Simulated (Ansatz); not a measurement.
Runs of Ansatz 0.2.0 on Ti. Symmetry: Im-3m, No. 229, cubic system. The conventional cell has a = 3.282 Å, b = 3.282 Å, c = 3.282 Å, α = 90.00°, β = 90.00°, γ = 90.00°. Ti (site symmetry m-3m) has 8 Ti at 2.84 Å as nearest neighbours. This isn't the form of Ti at room conditions, which is hcp.

| task | level | cell | k mesh | cutoff (eV) | smearing | gap on the mesh (eV) | pressure (GPa) | relaxed volume (Å³/atom) |
| --- | --- | --- | --- | --- | --- | --- | --- | --- |
| relaxation of cell and atoms | RPBE+D3(BJ) | relaxed | 11 × 11 × 11 | - | fermi-dirac 0.05 eV | - | 0.0 | (a) |
| relaxation of cell and atoms | PBEsol | relaxed | 11 × 11 × 11 | - | fermi-dirac 0.05 eV | - | 0.0 | (b) |
| single point | PBE | as given | 11 × 11 × 11 | 227 | gaussian 0.013 eV | none | -2.9 | - |
| elastic constants | LDA | as given | 8 × 8 × 8 | 240 | fermi-dirac 0.05 eV | none | -10.9 | - |
| single point | PBE | as given | 11 × 11 × 11 | 227 | gaussian 0.025 eV | none | -2.9 | - |
| relaxation of cell and atoms | BLYP+D3(BJ) | relaxed | 11 × 11 × 11 | - | fermi-dirac 0.05 eV | - | 0.0 | 15.32 |
| single point | PBE | as given | 11 × 11 × 11 | 227 | gaussian 0.022 eV | none | -2.9 | - |
| band structure | PBEsol | as given | 11 × 11 × 11 | 227 | fermi-dirac 0.05 eV | - | -6.8 | - |

Alike in all rows: potentials or basis all-electron LAPW, scalar-relativistic; no spin polarisation; basis error allowed 0.001 eV/atom.

Question: Fill in the values left out.

Answer: (a) 12.42; (b) 16.52.

Caveats: the volume moved by over 15 % at a fixed basis, so the end points are rough (some runs); the volume moved by -30 % from the deposited cell, more than functionals usually miss (some runs); the k mesh is thin for a metal, which can move the energy by tens of meV per atom (some runs); a metal's response needs a denser mesh (some runs); the cell is more than 3 GPa from zero pressure, which shifts response properties (some runs); the elastic tensor has a negative eigenvalue, so either the cell is unstable as it stands or the mesh is too thin (some runs); the volume moved by -13 % from the deposited cell, more than functionals usually miss (some runs).

A gap of «none» marks a metal or a gap under the smearing width.
